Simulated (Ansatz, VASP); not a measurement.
## Two plane-wave programs on TaN

```
Ta N
1.0
     5.29791    0.00000    0.00000
    -2.64895    4.58812    0.00000
     0.00000    0.00000    2.96809
Ta N
3 3
Direct
  0.33333 0.66667 0.50000
  0.66667 0.33333 0.50000
  0.00000 0.00000 0.00000
  0.39285 0.00000 0.00000
  0.60715 0.60715 0.00000
  0.00000 0.39285 0.00000
```

Alike in both runs: task single point; functional PBEsol; k mesh 5 × 5 × 8; no spin polarisation.

|  | VASP | Ansatz |
| --- | --- | --- |
| version | VASP 6.6.1 | Ansatz 0.2.0 |
| potentials or method | VASP PAW PBE potentials, release 64 (Ta_pv, N) | plane waves, PAW |
| plane-wave cutoff (eV) | 520 | 517 |
| occupations | fermi-dirac, width 0.1 eV | fermi-dirac |
| valence electrons in the cell | 48 | 54 |

VASP gave:

- pressure (GPa): -19.5
- largest component of the traceless stress (GPa): 1.75

**Question.** What did Ansatz give for the same quantities?

**Answer.** Pressure (GPa): -20.1; largest component of the traceless stress (GPa): 1.69.

The two sets of potentials don't hold the same shells in valence.

Caveats: so large a pressure means that the cell lies far from this level's equilibrium, or that cutoff or potentials fall short (VASP); the potentials were made for another functional, which shifts forces and pressure (VASP). The runs have no spin-orbit coupling, so splittings on Ta are missing.
